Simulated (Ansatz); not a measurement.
**SrTiO₃: energy along a strain**

SrTiO₃, I4/mcm, a = 5.555 Å, c = 7.893 Å. The structure is a COD entry; whether it is the stable form wasn't checked. Ansatz: PBE, PAW, 420 eV, Γ-centred 8×8×8 mesh on 10 atoms, Gaussian smearing 0.05 eV; no spin polarisation. Cell vectors (Å): -2.778 2.778 3.946; 2.778 -2.778 3.946; 2.778 2.778 -3.946. The cell is strained by x per cent times the pattern (0 1 0 0 0 0) in the order xx yy zz yz xz xy (engineering shears), with fractional coordinates held. y is the free energy over the start, V0 = 12.180 Å³/atom.

```
x (%) y (meV/atom)
-2.00             ?
-1.50          2.76
-1.00          1.20
-0.50          0.29
 0.00          0.00
 0.50          0.29
 1.00          1.17
 1.50          2.61
 1.75          3.52
 2.00          4.59
```

Task: Fit y = c2 x² + c3 x³ to the other rows, get the stiffness along the pattern, and predict the missing energy.

Result: Least squares on the rows shown. y = 1.191 x² − 0.02215 x³. The clamped-ion stiffness p·C·p = 2 × 11.91 eV × 160.2 / 12.180 Å³ = 313 GPa, which is C22 in these axes. At x = -2.00 the fit asked for gives 4.94 meV/atom. The run gave 4.96 meV/atom, so the fit is 0.02 meV/atom too low, a small miss on the scale of the series.

Cost: 10 runs of about 12 core-minutes in all, on Intel Xeon Processor @ 2.50GHz (Skylake/Cascade Lake) (shared hosts).